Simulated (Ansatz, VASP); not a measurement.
One calculation of Rh, two programs

```xyz
1
Lattice="0.0000 1.9228 1.9228 1.9228 0.0000 1.9228 1.9228 1.9228 0.0000" Properties=species:S:1:pos:R:3 pbc="T T T"
Rh    0.0000    0.0000    0.0000
```

Change from the starting cell: volume scaled by 1.04.

Alike in both runs: task single point; functional PBEsol; k mesh 12 × 12 × 12; occupations fermi-dirac, width 0.05 eV; no spin polarisation.

```csv
,VASP,Ansatz
version,VASP 6.6.1,Ansatz 0.2.0
potentials or method,"VASP PAW PBE potentials, release 64 (Rh_pv)",Ansatz PAW
plane-wave cutoff (eV),520,420
valence electrons in the cell,15,17
```

VASP gave:

- gap on the k mesh at the Fermi level (eV): none
- pressure (GPa): -13.6

**Question.** Which values does Ansatz return?

**Answer.** gap on the k mesh at the Fermi level (eV): none; pressure (GPa): -13.5.

A gap of «none» marks a metal or a gap that the smearing closes. The two sets of potentials don't hold the same shells in valence.

Caveats: the PAW data sets were made with another functional, which shifts forces and pressure a little (VASP); the PAW data sets come from PBE, with cores solved anew for the run's functional, which leaves a small shift of forces and pressure (Ansatz).
